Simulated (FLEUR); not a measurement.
# Ni (Im-3m) in FLEUR: band structure with r2SCAN

Aim: the band structure of Ni with r2SCAN.

All numbers are computed with FLEUR MaX-R8.1 (later development tree); they aren't measurements. Logs are shortened: lines on timing, memory, paths and dates and some standing lists are left out, and cuts for length are marked.

### 1 The crystal as given

It takes space group Im-3m (No. 229, cubic). Conventional cell: a = 2.767 Å, b = 2.767 Å, c = 2.767 Å, α = 90.00°, β = 90.00°, γ = 90.00°. Around Ni (site symmetry m-3m) lie 8 Ni at 2.40 Å.

This isn't the form of Ni at room conditions, which is fcc.

### 2 Band structure, r2SCAN, collinear spin, ferromagnetic start

inp.xml

```xml
<?xml version="1.0" encoding="UTF-8" standalone="no"?>
<fleurInput fleurInputVersion="0.39">
   <comment>
      Ni                                                                                                  
   </comment>
   <calculationSetup>
      <cutoffs Kmax="4.67" Gmax="14.5" GmaxXC="14.5" numbands="0"/>
      <scfLoop itmax="80" minDistance="0.0001" maxIterBroyd="30" imix="Anderson" alpha="0.05" precondParam="0.0" spinf="2.0" sdNocoIR="T"/>
      <coreElectrons ctail="F" frcor="F" kcrel="0" coretail_lmax="0"/>
      <xcFunctional name="LibXC" relativisticCorrections="F">
         <LibXCName exchange="mgga_x_r2scan" correlation="mgga_c_r2scan"/>
         <AuxGGA exchange="117" correlation="130"/>
      </xcFunctional>
      <magnetism jspins="2"/>
      <soc l_soc="F" theta="0.0" phi="0.0" spav="F"/>
      <expertModes spex="0" secvar="F"/>
      <geometryOptimization l_f="F" forcealpha="1.0" forcemix="BFGS" epsdisp="0.00001" epsforce="0.00001"/>
      <ldaU l_linMix="F" mixParam="0.05" spinf="1.0"/>
   </calculationSetup>
   <cell>
      <bzIntegration valenceElectrons="18.0" mode="hist" fermiSmearingEnergy="0.00183747">
         <kPointListSelection listName="default-1"/>
         <!-- k-points included here -->
         <xi:include xmlns:xi="http://www.w3.org/2001/XInclude" href="kpts.xml"> </xi:include>
      </bzIntegration>
      <!-- symmetry operations included here -->
      <xi:include xmlns:xi="http://www.w3.org/2001/XInclude" href="sym.xml"> </xi:include>
      <bulkLattice scale="1.0">
         <bravaisMatrix>
            <row-1>   -2.6148432726721675     2.6148432726721675     2.6148432726721675</row-1>
            <row-2>    2.6148432726721675    -2.6148432726721675     2.6148432726721675</row-2>
            <row-3>    2.6148432726721675     2.6148432726721675    -2.6148432726721675</row-3>
         </bravaisMatrix>
      </bulkLattice>
   </cell>
   <atomSpecies>
      <species name="Nickel (Ni1.000" element="Ni" atomicNumber="28">
         <mtSphere radius="2.1" gridPoints="695" logIncrement="0.018"/>
         <atomicCutoffs lmax="8" lnonsphr="8"/>
         <electronConfig flipSpins="F">
            <coreConfig>(1s1/2) (2s1/2) (2p1/2) (2p3/2)</coreConfig>
            <valenceConfig>(3s1/2) (3p1/2) (3p3/2) (4s1/2) (3d3/2) (3d5/2)</valenceConfig>
            <stateOccupation state="(3d3/2)" spinUp="1.6" spinDown="1.6"/>
            <stateOccupation state="(3d5/2)" spinUp="2.9" spinDown="1.9"/>
         </electronConfig>
         <energyParameters s="4" p="4" d="3" f="4"/>
         <lo type="SCLO" l="0" n="3" eDeriv="0"/>
         <lo type="SCLO" l="1" n="3" eDeriv="0"/>
         <lo type="SCLO" l="1" n="3" eDeriv="1"/>
         <lo type="SCLO" l="2" n="3" eDeriv="2"/>
         <lo type="SCLO" l="3" n="4" eDeriv="2"/>
      </species>
   </atomSpecies>
   <atomGroups>
      <atomGroup species="Nickel (Ni1.000">
         <relPos label="                   1">.0000000000 .0000000000 .0000000000</relPos>
         <force calculate="T" relaxXYZ="TTT"/>
      </atomGroup>
   </atomGroups>
   <output dos="F" band="F" slice="F">
      <checks vchk="F" cdinf="F"/>
      <bandDOS minEnergy="-.5*Htr" maxEnergy="0.5*Htr" sigma="0.015" storeEVData="T"/>
      <vacuumDOS vacdos="F" integ="F" star="F" nstars="0" locx1="0.0" locy1="0.0" locx2="0.0" locy2="0.0" nstm="0" tworkf="0.0"/>
      <unfoldingBand unfoldBand="F" supercellX="1" supercellY="1" supercellZ="1"/>
      <plotting iplot="0" polar="F">
         <plot TwoD="T" vec1="  1.0  0.0  0.0" vec2="  0.0  1.0  0.0" vec3="  0.0  0.0  1.0" zero="  0.0  0.0  0.0" file="plot"/>
      </plotting>
      <chargeDensitySlicing numkpt="0" minEigenval="0.0" maxEigenval="0.0" nnne="0" pallst="F"/>
      <specialOutput eonly="F"/>
      <moessbauerParams electricFieldGradient="T" isomerShift="T" coreHyperfine="T" valenceHyperfine="T"/>
      <magneticCircularDichroism mcd="F" energyLo="-10.0" energyUp="0.0"/>
   </output>
  <!-- We include the file relax.xml here to enable relaxations (see documentation) -->
  <xi:include xmlns:xi="http://www.w3.org/2001/XInclude" href="relax.xml"> <xi:fallback/> </xi:include>
</fleurInput>
```

crystal.txt

```
Ni
&input cartesian=F /
-1.3837154700  1.3837154700  1.3837154700
1.3837154700  -1.3837154700  1.3837154700
1.3837154700  1.3837154700  -1.3837154700
1.8897261246
1.0 1.0 1.0

1
28 0.0000000000  0.0000000000  0.0000000000 : 1.000

&kpt div1=13 div2=13 div3=13 gamma=T /
```

inp.xml (bands)

```
<?xml version="1.0" encoding="UTF-8" standalone="no"?>
<fleurInput fleurInputVersion="0.39">
   <comment>
      Ni                                                                                                  
   </comment>
   <calculationSetup>
      <cutoffs Kmax="4.67" Gmax="14.5" GmaxXC="14.5" numbands="0"/>
      <scfLoop itmax="80" minDistance="0.0001" maxIterBroyd="30" imix="Anderson" alpha="0.05" precondParam="0.0" spinf="2.0" sdNocoIR="T"/>
      <coreElectrons ctail="F" frcor="F" kcrel="0" coretail_lmax="0"/>
      <xcFunctional name="LibXC" relativisticCorrections="F">
         <LibXCName exchange="mgga_x_r2scan" correlation="mgga_c_r2scan"/>
         <AuxGGA exchange="117" correlation="130"/>
      </xcFunctional>
      <magnetism jspins="2"/>
      <soc l_soc="F" theta="0.0" phi="0.0" spav="F"/>
      <expertModes spex="0" secvar="F"/>
      <geometryOptimization l_f="F" forcealpha="1.0" forcemix="BFGS" epsdisp="0.00001" epsforce="0.00001"/>
      <ldaU l_linMix="F" mixParam="0.05" spinf="1.0"/>
   </calculationSetup>
   <cell>
      <bzIntegration valenceElectrons="18.0" mode="hist" fermiSmearingEnergy="0.00183747">
         <kPointListSelection listName="path-1"/>
         <!-- k-points included here -->
         <xi:include xmlns:xi="http://www.w3.org/2001/XInclude" href="kpts.xml"> </xi:include>
      </bzIntegration>
      <!-- symmetry operations included here -->
      <xi:include xmlns:xi="http://www.w3.org/2001/XInclude" href="sym.xml"> </xi:include>
      <bulkLattice scale="1.0">
         <bravaisMatrix>
            <row-1>   -2.6148432726721675     2.6148432726721675     2.6148432726721675</row-1>
            <row-2>    2.6148432726721675    -2.6148432726721675     2.6148432726721675</row-2>
            <row-3>    2.6148432726721675     2.6148432726721675    -2.6148432726721675</row-3>
         </bravaisMatrix>
      </bulkLattice>
   </cell>
   <atomSpecies>
      <species name="Nickel (Ni1.000" element="Ni" atomicNumber="28">
         <mtSphere radius="2.1" gridPoints="695" logIncrement="0.018"/>
         <atomicCutoffs lmax="8" lnonsphr="8"/>
         <electronConfig flipSpins="F">
            <coreConfig>(1s1/2) (2s1/2) (2p1/2) (2p3/2)</coreConfig>
            <valenceConfig>(3s1/2) (3p1/2) (3p3/2) (4s1/2) (3d3/2) (3d5/2)</valenceConfig>
            <stateOccupation state="(3d3/2)" spinUp="1.6" spinDown="1.6"/>
            <stateOccupation state="(3d5/2)" spinUp="2.9" spinDown="1.9"/>
         </electronConfig>
         <energyParameters s="4" p="4" d="3" f="4"/>
         <lo type="SCLO" l="0" n="3" eDeriv="0"/>
         <lo type="SCLO" l="1" n="3" eDeriv="0"/>
         <lo type="SCLO" l="1" n="3" eDeriv="1"/>
         <lo type="SCLO" l="2" n="3" eDeriv="2"/>
         <lo type="SCLO" l="3" n="4" eDeriv="2"/>
      </species>
   </atomSpecies>
   <atomGroups>
      <atomGroup species="Nickel (Ni1.000">
         <relPos label="                   1">.0000000000 .0000000000 .0000000000</relPos>
         <force calculate="T" relaxXYZ="TTT"/>
      </atomGroup>
   </atomGroups>
   <output dos="F" band="T" slice="F">
      <checks vchk="F" cdinf="F"/>
      <bandDOS minEnergy="-.5*Htr" maxEnergy="0.5*Htr" sigma="0.015" storeEVData="T"/>
      <vacuumDOS vacdos="F" integ="F" star="F" nstars="0" locx1="0.0" locy1="0.0" locx2="0.0" locy2="0.0" nstm="0" tworkf="0.0"/>
      <unfoldingBand unfoldBand="F" supercellX="1" supercellY="1" supercellZ="1"/>
      <plotting iplot="0" polar="F">
         <plot TwoD="T" vec1="  1.0  0.0  0.0" vec2="  0.0  1.0  0.0" vec3="  0.0  0.0  1.0" zero="  0.0  0.0  0.0" file="plot"/>
      </plotting>
      <chargeDensitySlicing numkpt="0" minEigenval="0.0" maxEigenval="0.0" nnne="0" pallst="F"/>
      <specialOutput eonly="F"/>
      <moessbauerParams electricFieldGradient="T" isomerShift="T" coreHyperfine="T" valenceHyperfine="T"/>
      <magneticCircularDichroism mcd="F" energyLo="-10.0" energyUp="0.0"/>
   </output>
  <!-- We include the file relax.xml here to enable relaxations (see documentation) -->
  <xi:include xmlns:xi="http://www.w3.org/2001/XInclude" href="relax.xml"> <xi:fallback/> </xi:include>
</fleurInput>
```

Potentials or basis: all-electron, FLAPW.

On the command line:

```
$ inpgen -f crystal.txt -profile fastHighL
$ # inp.xml edited to the form shown
$ fleur_MPI
$ fleur_MPI   # second run, on inp.xml (bands)
```

Log:

```text
Welcome to FLEUR        (www.flapw.de)
      MaX-Release 8.1          (www.max-centre.eu)
 func_ids         498         497         498         497
 MetaGGA potential functional detected - V_tau will be computed
 Auxiliary Potential for radial basis: exchange=         117  correlation=         130
The functional 'Re-regularized SCAN exchange by Furness et al' is an exchange functional, it belongs to the 'MGGA' family and is defined in the reference(s):
[1] J. W. Furness, A. D. Kaplan, J. Ning, J. P. Perdew, and J. Sun.,  J. Phys. Chem. Lett. 11, 8208-8215 (2020)
[2] J. W. Furness, A. D. Kaplan, J. Ning, J. P. Perdew, and J. Sun.,  J. Phys. Chem. Lett. 11, 9248-9248 (2020)
The functional 'Re-regularized SCAN correlation by Furness et al' is a correlation functional, it belongs to the 'MGGA' family and is defined in the reference(s):
[1] J. W. Furness, A. D. Kaplan, J. Ning, J. P. Perdew, and J. Sun.,  J. Phys. Chem. Lett. 11, 8208-8215 (2020)
[2] J. W. Furness, A. D. Kaplan, J. Ning, J. P. Perdew, and J. Sun.,  J. Phys. Chem. Lett. 11, 9248-9248 (2020)
 Using same functional for VXC and EXC

 ========== k-point set info ==========
 Selected k-point list: default-1
 k-point list type: mesh
 13 x 13 x 13
 Number of k points: 84

 ------------Calculation Setup---------------------------
 Number of MPI-tasks      :            1
 Number of PE/node        :            1
 Number of OMP-threads    :            1
 Most efficient MPI parallelization for:
           1           2           3           4           6           7          12          14          21          28          42          84
 Additional eigenvalue parallelization possible
 Number of basis functions:          172
 Approximate size of matrices (H+S) per k-point:         0.000 GB
 --------------------------------------------------------
The functional 'Hammer, Hansen, and Norskov' is an exchange functional, it belongs to the 'GGA' family and is defined in the reference(s):
[1] B. Hammer, L. B. Hansen, and J. K. Nørskov.,  Phys. Rev. B 59, 7413 (1999)
The functional 'Perdew, Burke & Ernzerhof' is a correlation functional, it belongs to the 'GGA' family and is defined in the reference(s):
[1] J. P. Perdew, K. Burke, and M. Ernzerhof.,  Phys. Rev. Lett. 77, 3865 (1996)
[2] J. P. Perdew, K. Burke, and M. Ernzerhof.,  Phys. Rev. Lett. 78, 1396 (1997)
 Using same functional for VXC and EXC
 Using auxiliary GGA potential for the first iteration of MetaGGA calculation.
 Reset of history
 Reset of history
 Iteration:     1   Distance:      30.80796410 me/bohr^3
The functional 'Hammer, Hansen, and Norskov' is an exchange functional, it belongs to the 'GGA' family and is defined in the reference(s):
[1] B. Hammer, L. B. Hansen, and J. K. Nørskov.,  Phys. Rev. B 59, 7413 (1999)
The functional 'Perdew, Burke & Ernzerhof' is a correlation functional, it belongs to the 'GGA' family and is defined in the reference(s):
[1] J. P. Perdew, K. Burke, and M. Ernzerhof.,  Phys. Rev. Lett. 77, 3865 (1996)
[2] J. P. Perdew, K. Burke, and M. Ernzerhof.,  Phys. Rev. Lett. 78, 1396 (1997)
 Using same functional for VXC and EXC
 Iteration:     2   Distance:      29.35688437 me/bohr^3
The functional 'Hammer, Hansen, and Norskov' is an exchange functional, it belongs to the 'GGA' family and is defined in the reference(s):
[1] B. Hammer, L. B. Hansen, and J. K. Nørskov.,  Phys. Rev. B 59, 7413 (1999)
The functional 'Perdew, Burke & Ernzerhof' is a correlation functional, it belongs to the 'GGA' family and is defined in the reference(s):
[1] J. P. Perdew, K. Burke, and M. Ernzerhof.,  Phys. Rev. Lett. 77, 3865 (1996)
[2] J. P. Perdew, K. Burke, and M. Ernzerhof.,  Phys. Rev. Lett. 78, 1396 (1997)
 Using same functional for VXC and EXC
 Iteration:     3   Distance:      27.51582427 me/bohr^3
The functional 'Hammer, Hansen, and Norskov' is an exchange functional, it belongs to the 'GGA' family and is defined in the reference(s):
[1] B. Hammer, L. B. Hansen, and J. K. Nørskov.,  Phys. Rev. B 59, 7413 (1999)
The functional 'Perdew, Burke & Ernzerhof' is a correlation functional, it belongs to the 'GGA' family and is defined in the reference(s):
[1] J. P. Perdew, K. Burke, and M. Ernzerhof.,  Phys. Rev. Lett. 77, 3865 (1996)
[2] J. P. Perdew, K. Burke, and M. Ernzerhof.,  Phys. Rev. Lett. 78, 1396 (1997)
 Using same functional for VXC and EXC
 Iteration:     4   Distance:      16.95299583 me/bohr^3
The functional 'Hammer, Hansen, and Norskov' is an exchange functional, it belongs to the 'GGA' family and is defined in the reference(s):
[1] B. Hammer, L. B. Hansen, and J. K. Nørskov.,  Phys. Rev. B 59, 7413 (1999)
The functional 'Perdew, Burke & Ernzerhof' is a correlation functional, it belongs to the 'GGA' family and is defined in the reference(s):
[1] J. P. Perdew, K. Burke, and M. Ernzerhof.,  Phys. Rev. Lett. 77, 3865 (1996)
[2] J. P. Perdew, K. Burke, and M. Ernzerhof.,  Phys. Rev. Lett. 78, 1396 (1997)
 Using same functional for VXC and EXC
 Iteration:     5   Distance:       2.65458549 me/bohr^3
The functional 'Hammer, Hansen, and Norskov' is an exchange functional, it belongs to the 'GGA' family and is defined in the reference(s):
[... 67 lines left out ...]
 Using same functional for VXC and EXC
 Iteration:    15   Distance:       0.00429320 me/bohr^3
The functional 'Hammer, Hansen, and Norskov' is an exchange functional, it belongs to the 'GGA' family and is defined in the reference(s):
[1] B. Hammer, L. B. Hansen, and J. K. Nørskov.,  Phys. Rev. B 59, 7413 (1999)
The functional 'Perdew, Burke & Ernzerhof' is a correlation functional, it belongs to the 'GGA' family and is defined in the reference(s):
[1] J. P. Perdew, K. Burke, and M. Ernzerhof.,  Phys. Rev. Lett. 77, 3865 (1996)
[2] J. P. Perdew, K. Burke, and M. Ernzerhof.,  Phys. Rev. Lett. 78, 1396 (1997)
 Using same functional for VXC and EXC
 Iteration:    16   Distance:       0.00219683 me/bohr^3
The functional 'Hammer, Hansen, and Norskov' is an exchange functional, it belongs to the 'GGA' family and is defined in the reference(s):
[1] B. Hammer, L. B. Hansen, and J. K. Nørskov.,  Phys. Rev. B 59, 7413 (1999)
The functional 'Perdew, Burke & Ernzerhof' is a correlation functional, it belongs to the 'GGA' family and is defined in the reference(s):
[1] J. P. Perdew, K. Burke, and M. Ernzerhof.,  Phys. Rev. Lett. 77, 3865 (1996)
[2] J. P. Perdew, K. Burke, and M. Ernzerhof.,  Phys. Rev. Lett. 78, 1396 (1997)
 Using same functional for VXC and EXC
 Iteration:    17   Distance:       0.00020022 me/bohr^3
The functional 'Hammer, Hansen, and Norskov' is an exchange functional, it belongs to the 'GGA' family and is defined in the reference(s):
[1] B. Hammer, L. B. Hansen, and J. K. Nørskov.,  Phys. Rev. B 59, 7413 (1999)
The functional 'Perdew, Burke & Ernzerhof' is a correlation functional, it belongs to the 'GGA' family and is defined in the reference(s):
[1] J. P. Perdew, K. Burke, and M. Ernzerhof.,  Phys. Rev. Lett. 77, 3865 (1996)
[2] J. P. Perdew, K. Burke, and M. Ernzerhof.,  Phys. Rev. Lett. 78, 1396 (1997)
 Using same functional for VXC and EXC
 Iteration:    18   Distance:       0.00003406 me/bohr^3

 ********************************************************************
 Run finished successfully
 Stop message:
   all done
 ********************************************************************
```

It took 36 s on 1 thread of Intel Xeon 6975P-C (Granite Rapids), shared host; peak memory 0.09 GiB.

Results:

```
Free energy                                           : -41387.6833 eV
Band gap along the path                               : none (metal or under the smearing width)
Net moment                                            : 0.65 μB per cell
Site moments                                          : Ni +0.71 μB
Valence electrons inside the program's atomic spheres : Ni 16.65 (radii Ni 2.1 bohr)
```

Levels at the corners of the path, in eV from the Fermi level:
Spin up:
```tsv
point	band 5	band 6	band 7	band 8	band 9	band 10	band 11	band 12	band 13	band 14
Γ	-9.50	-2.75	-2.75	-2.75	-1.19	-1.19	27.49	27.49	27.49	32.73
H	-4.69	-4.69	-0.62	-0.62	-0.62	10.29	10.29	10.29	16.20	16.20
N	-5.13	-3.71	-1.29	-1.03	-0.39	0.14	6.77	19.97	21.20	24.67
Γ	-9.50	-2.75	-2.75	-2.75	-1.19	-1.19	27.49	27.49	27.49	32.73
P	-3.63	-3.63	-3.63	-1.00	-1.00	8.47	8.47	8.47	10.78	42.69
H	-4.69	-4.69	-0.62	-0.62	-0.62	10.29	10.29	10.29	16.20	16.20
P	-3.63	-3.63	-3.63	-1.00	-1.00	8.47	8.47	8.47	10.78	42.69
N	-5.13	-3.71	-1.29	-1.03	-0.39	0.14	6.77	19.97	21.20	24.67
```
Spin down:
| point | band 5 | band 6 | band 7 | band 8 | band 9 | band 10 | band 11 | band 12 | band 13 | band 14 |
| --- | --- | --- | --- | --- | --- | --- | --- | --- | --- | --- |
| Γ | -9.73 | -1.57 | -1.57 | -1.57 | -0.50 | -0.50 | 27.31 | 27.31 | 27.31 | 32.68 |
| H | -4.30 | -4.30 | 0.72 | 0.72 | 0.72 | 10.26 | 10.26 | 10.26 | 16.27 | 16.27 |
| N | -4.61 | -2.66 | -0.42 | -0.31 | -0.08 | 0.97 | 7.33 | 19.84 | 21.38 | 24.91 |
| Γ | -9.73 | -1.57 | -1.57 | -1.57 | -0.50 | -0.50 | 27.31 | 27.31 | 27.31 | 32.68 |
| P | -2.79 | -2.79 | -2.79 | -0.28 | -0.28 | 8.79 | 8.79 | 8.79 | 11.00 | 42.65 |
| H | -4.30 | -4.30 | 0.72 | 0.72 | 0.72 | 10.26 | 10.26 | 10.26 | 16.27 | 16.27 |
| P | -2.79 | -2.79 | -2.79 | -0.28 | -0.28 | 8.79 | 8.79 | 8.79 | 11.00 | 42.65 |
| N | -4.61 | -2.66 | -0.42 | -0.31 | -0.08 | 0.97 | 7.33 | 19.84 | 21.38 | 24.91 |

Core levels (eV from the Fermi level):
| atom | levels |
| --- | --- |
| 1 Ni | 1s1/2 -8202.9, 2s1/2 -973.4, 2p1/2 -847.7, 2p3/2 -830.2 |

Caveat: the meta-GGA is that of a development version, with a GGA for the radial functions and cores and without core tails.
